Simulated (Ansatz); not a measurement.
## Point defect: Al interstitial in Al

The calculation used DFT PBE, scalar-relativistic, plane waves, PAW in Ansatz 0.2.0. (420 eV cutoff, 4×4×4 k-mesh, Gaussian smearing of 0.10 eV, no spin polarisation)

Host crystal, relaxed:

```cif
data_structure
_symmetry_space_group_name_H-M 'P 1'
_symmetry_Int_Tables_number 1
_cell_length_a 2.8579
_cell_length_b 2.8579
_cell_length_c 2.8579
_cell_angle_alpha 60.000
_cell_angle_beta 60.000
_cell_angle_gamma 60.000
_cell_volume 16.50
loop_
_atom_site_label
_atom_site_type_symbol
_atom_site_fract_x
_atom_site_fract_y
_atom_site_fract_z
_atom_site_occupancy
Al1 Al 0.00000 0.00000 0.00000 1
```

Supercell of 27 atoms, rows in host cell vectors: 0 0 -3; 0 -3 0; -3 0 0. Atoms relax at the host's cell from a start displaced at random by 0.06 Å near the defect, so other minima may exist. The cell is small, so energies carry finite-size errors of tenths of an eV. The host is a metal. Atoms are taken from and returned to the elements' standard states.

Defect: Al interstitial set at (0.250, 0.250, 0.250) of the host cell. In charge 0 some atom moved by up to 1.4 Å, so the relaxed defect can differ in kind from the start. Before relaxation its nearest neighbours are 4 Al at 1.75 Å.

| charge | E_f at the valence band top (eV) | moment (μB) | largest move (Å) | atoms near the site |
| --- | --- | --- | --- | --- |
| 0 | 3.61 | 0.00 | 1.44 | 1 Al at 2.33 Å, 4 Al at 2.44 Å, 1 Al at 2.78 Å |